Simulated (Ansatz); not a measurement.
# ZnS: the cost of one run

Computed with Ansatz 0.2.0 (DFT PBEsol, scalar-relativistic, plane waves, PAW, unless a step's input says otherwise).

The COD entry's cell or inner coordinates are ideal or old and differ from later refinements, so a difference from it is no clean test against experiment.

2 further runs of the same task are left out: 2 set aside as unsound or not needed.

## 1. The structure to begin with

It takes space group F-43m (No. 216, cubic). Conventional cell: a = 5.470 Å, b = 5.470 Å, c = 5.470 Å, α = 90.00°, β = 90.00°, γ = 90.00°. Around Al (site symmetry -43m) lie 4 P at 2.37 Å. P (site symmetry -43m) has 4 Al at 2.37 Å as nearest neighbours.

Structure file:

```cif
data_structure
_symmetry_space_group_name_H-M 'F-43m'
_symmetry_Int_Tables_number 216
_cell_length_a 5.4703
_cell_length_b 5.4703
_cell_length_c 5.4703
_cell_angle_alpha 90.000
_cell_angle_beta 90.000
_cell_angle_gamma 90.000
_cell_volume 163.70
loop_
_atom_site_label
_atom_site_type_symbol
_atom_site_symmetry_multiplicity
_atom_site_Wyckoff_symbol
_atom_site_fract_x
_atom_site_fract_y
_atom_site_fract_z
_atom_site_occupancy
Al1 Al 4 a 0.00000 0.00000 0.00000 1
P1 P 4 c 0.25000 0.25000 0.25000 1
```

This cell was relaxed beforehand with the same method: volume 20.46 Å³/atom, gap on the mesh 1.45 eV.

The bulk reference comes from a run made before at the same settings: -632.8672 eV/atom.

## 2. ZnS strained to the base's plane

The (111) plane of ZnS is fitted to the (111) plane of AlP, a strain of +2.1 % along x and +2.1 % along y; the third vector and the atoms relax.

File input.yaml:

```yaml
crystal:
  lattice:
    - [3.8681183703, 0.0, 0.0]
    - [-1.9340591851, 3.3498887735, 0.0]
    - [1.9340591851, -1.1166295912, 3.0155278574]
  atoms:
    - { symbol: Zn, position: [0.0, 0.0, 0.0] }
    - { symbol: S, position: [0.75, 0.25, 0.75] }
basis:
  ecutwfc: 420
kpoints:
  mp_grid: { grid: [9, 9, 9] }
hamiltonian:
  xc: pbesol
scf:
  occupations: { method: gaussian, width: 0.02 }
output:
  forces: true
  stress: true
  eigenvalues: true
relax:
  adjacent_minimum: "off"
  f_tol: 0.01
  max_steps: 50
  cell: { fix: [a, b, gamma], stress_tol: 0.1 }
```

**Question.** How long does this run take on 1 thread of an x86-64 CPU, shared host, and how much memory does it need?

About 16 s, with a peak of 0.43 GiB.
